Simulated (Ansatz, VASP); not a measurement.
# Two plane-wave programs on Al

```
Al
1.0
    -1.62964    1.60538    1.61751
     1.62964   -1.60538    1.61751
     1.62964    1.60538   -1.61751
Al
1
Direct
  0.00000 0.00000 0.00000
```

Change from the starting cell: strain +0.0075 x Voigt [1, -1, 0, 0, 0, 0], atoms carried along.

Alike in both runs: task single point; functional PBE; k mesh 26 × 26 × 26; occupations gaussian, width 0.15 eV; no spin polarisation.

```csv
,VASP,Ansatz
version,VASP 6.6.1,Ansatz 0.2.0
potentials or method,"VASP PAW PBE potentials, release 64 (Al)","scalar-relativistic, plane waves, PAW"
plane-wave cutoff (eV),520,420
valence electrons in the cell,3,3
```

```csv
,VASP,Ansatz,Ansatz less VASP
gap on the k mesh at the Fermi level (eV),none,none,-
pressure (GPa),-0.1,0.0,+0.02
largest component of the traceless stress (GPa),0.24,0.24,0.000
```

A gap of «none» marks a metal or a gap that the smearing closes.
